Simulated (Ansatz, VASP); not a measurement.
# One calculation of WS2, two programs

Contents of INCAR:

```
SYSTEM = WS2
PREC = Accurate
ENCUT = 520
EDIFF = 1E-7
ISMEAR = 0
SIGMA = 0.1
LREAL = .False.
LASPH = .True.
NELM = 150
ALGO = Normal
ISIF = 2
LWAVE = .False.
LCHARG = .False.
ISPIN = 2
MAGMOM = 0.49 0.07 0.07
LORBIT = 11
LMAXMIX = 4
GGA = PE
NBANDS = 24
```

KPOINTS

```
Automatic mesh
0
Gamma
  6 6 4
  0 0 0
```

Contents of POSCAR:

```
WS2
1.0
    3.7348456000      0.0000000000      0.0000000000
   -1.8674228000      3.2344711700      0.0000000000
    0.0000000000      0.0000000000      6.5373570800
W S
1 2
Direct
    0.0000000000      0.0000000000      0.5000000000
    0.3333333300      0.6666666700      0.5000000000
    0.6666666700      0.3333333300      0.5000000000
```

Input for Ansatz:

```yaml
crystal:
  lattice:
    - [3.7348456, 0.0, 0.0]
    - [-1.8674228, 3.23447117, 0.0]
    - [0.0, 0.0, 6.53735708]
  atoms:
    - { symbol: W, position: [0.0, 0.0, 0.5] }
    - { symbol: S, position: [0.33333333, 0.66666667, 0.5] }
    - { symbol: S, position: [0.66666667, 0.33333333, 0.5] }
basis:
  ecutwfc: 420
kpoints:
  mp_grid: { grid: [6, 6, 4] }
hamiltonian:
  xc: pbe
scf:
  occupations: { method: gaussian, width: 0.1 }
  lower_state_search: "off"
output:
  forces: true
  stress: true
  eigenvalues: true
  populations: true
magnetization:
  spin_polarized: true
```

Alike in both runs: task single point; functional PBE; k mesh 6 × 6 × 4; occupations gaussian, width 0.1 eV; collinear spin.

|  | VASP | Ansatz |
| --- | --- | --- |
| version | VASP 6.6.1 | Ansatz 0.2.0 |
| potentials or method | VASP PAW PBE potentials, release 64 (W_sv, S) | scalar-relativistic, plane waves, PAW |
| plane-wave cutoff (eV) | 520 | 420 |
| valence electrons in the cell | 26 | 26 |

|  | VASP | Ansatz | Ansatz less VASP |
| --- | --- | --- | --- |
| gap on the k mesh at the Fermi level (eV) | none | none | - |
| net moment per atom (μB) | 0.45 | 0.45 | 0.000 |
| size of the moment on the site where the two differ most (μB) | 0.77 | 0.45 | -0.323 |

Site moments also hang on the region over which each program counts them. A gap of «none» marks a metal or a gap that the smearing closes. With one functional, cell and mesh, what is left measures potentials, basis and numerics. Ansatz warned: «no_starting_moments».

The runs have no spin-orbit coupling, so splittings on W are missing.
